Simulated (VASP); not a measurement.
The system is W.

```
W
1.0
    -1.58234    1.58234    1.58234
     1.58234   -1.58234    1.58234
     1.58234    1.58234   -1.58234
W
1
Direct
  0.00000 0.00000 0.00000
```

| Quantity | Value |
| --- | --- |
| Program | VASP 6.6.1 |
| Task | relaxation of cell and atoms |
| Functional | PBEsol |
| Dispersion | D3(BJ) |
| Potentials or basis | VASP PAW PBE potentials, release 64 (W_sv) |
| Cutoff | 600 eV |
| k mesh | 12 × 12 × 12 |
| Occupations | fermi-dirac, width 0.05 eV |
| Spin | no spin polarisation |

At the start: pressure -9.9 GPa; volume 15.85 Å³/atom.

Q: How do energy, volume and symmetry change on relaxing?

A: Over 4 steps the energy falls by 15.5 meV/atom and the volume is 15.36 Å³/atom (-3.1 %); space group Im-3m (No. 229, to 0.05 Å).

Step by step:
```
step  energy change (eV)  largest force (eV/Å)  pressure (GPa)  volume (Å³)
   1              0.0000                0.0000           -9.85        15.85
   2              0.2046                0.0000           47.45        13.72
   3             -0.0154                0.0000           -0.37        15.38
   4             -0.0155                0.0000           -0.08        15.36
```

Final structure:
```
W
1.0
    -1.56607    1.56607    1.56607
     1.56607   -1.56607    1.56607
     1.56607    1.56607   -1.56607
W
1
Direct
  0.00000 0.00000 0.00000
```

Caveat: the PAW data sets were made with another functional, which shifts forces and pressure a little; pairwise dispersion overbinds metals, which lowers pressure and volume.
